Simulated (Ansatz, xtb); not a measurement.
Relative energy of two isomers of C5H6

Structure I: `C1=CCC=C1`, a singlet. Structure II: `C=C1C=CC1`, a singlet. Both are isolated molecules in the gas phase, relaxed with r2SCAN-D4/def2-SVP.

I (Å):

```yaml
atoms:
  - { symbol: C, position_ang: [-1.2261, 0.7982, -0.9367] }
  - { symbol: C, position_ang: [-0.0689, 1.1397, -0.3169] }
  - { symbol: C, position_ang: [0.5493, -0.0939, 0.2684] }
  - { symbol: C, position_ang: [-0.4103, -1.1845, -0.1008] }
  - { symbol: C, position_ang: [-1.4380, -0.6450, -0.8027] }
  - { symbol: H, position_ang: [-1.9033, 1.4796, -1.4575] }
  - { symbol: H, position_ang: [0.3636, 2.1393, -0.2415] }
  - { symbol: H, position_ang: [1.5649, -0.2806, -0.1334] }
  - { symbol: H, position_ang: [0.6833, -0.0115, 1.3652] }
  - { symbol: H, position_ang: [-0.2789, -2.2353, 0.1651] }
  - { symbol: H, position_ang: [-2.2948, -1.1874, -1.2100] }
```

II (Å):

```xyz
11

C    -1.4342    1.0375   -1.4203
C    -0.7014    0.3304   -0.5511
C    -0.3253    0.4345    0.8648
C     0.4072   -0.7084    0.8262
C     0.1166   -0.9705   -0.6445
H    -1.9390    1.9594   -1.1159
H    -1.5482    0.7126   -2.4587
H    -0.5547    1.1635    1.6477
H     0.9958   -1.2541    1.5693
H     0.9847   -0.9299   -1.3265
H    -0.4713   -1.8782   -0.8697
```

Quicker runs give these differences E(II) − E(I): GFN2-xTB +27.4 kcal/mol; HF/STO-3G +33.6 kcal/mol (at GFN2-xTB geometries); r2SCAN-D4/def2-SVP//GFN2-xTB +28.8 kcal/mol.

Problem. Estimate E(II) − E(I) at the level CCSD(T)/def2-SVP + ΔMP2/def2-TZVPP.

Solution. Calculated at CCSD(T)/def2-SVP + ΔMP2/def2-TZVPP: E(II) − E(I) = +28.0 kcal/mol, so structure I lies lower.

How the difference moves with the method:

| level | geometry | E(II) − E(I) (kcal/mol) | departure from the last row (kcal/mol) | job, with rough time for the two |
| --- | --- | --- | --- | --- |
| GFN2-xTB | GFN2-xTB | +27.4 | −0.6 | optimisation, 0.33 s |
| HF/STO-3G | GFN2-xTB | +33.6 | +5.6 | single point, 1.1 s |
| r2SCAN-D4/def2-SVP//GFN2-xTB | GFN2-xTB | +28.8 | +0.8 | single point, 7.2 s |
| r2SCAN-D4/def2-SVP | r2SCAN-D4/def2-SVP | +28.8 | +0.8 | optimisation, 72 s |
| HF/def2-SVP | r2SCAN-D4/def2-SVP | +27.6 | −0.4 | part of the CCSD(T) run |
| MP2/def2-SVP | r2SCAN-D4/def2-SVP | +29.7 | +1.7 | part of the CCSD(T) run |
| CCSD(T)/def2-SVP | r2SCAN-D4/def2-SVP | +28.0 | 0.0 | single point |
| CCSD(T)/def2-SVP + ΔMP2/def2-TZVPP | r2SCAN-D4/def2-SVP | +28.0 |  | single point, 69 s |

As drawn, both hold the same kinds of bond in the same numbers. Structure I has a 5-membered ring, II a 4-membered ring.

The levels shown agree on the order. The largest departure from CCSD(T)/def2-SVP + ΔMP2/def2-TZVPP is that of HF/STO-3G, 5.6 kcal/mol. The last row adds to CCSD(T) the change of the MP2 difference between the two basis sets, here 0.0 kcal/mol.

With harmonic frequencies from r2SCAN-D4/def2-SVP (ideal gas, rigid rotor, one conformer each, 298.15 K, 1 atm): the zero-point term adds −0.8 kcal/mol; ΔH is +27.5 and ΔG +26.5 kcal/mol.

The correlated steps freeze 5 core orbitals. Run with Ansatz 0.2.0, xtb 6.7.1; the last row on 2 threads of AMD EPYC (Zen 3) on a shared host.
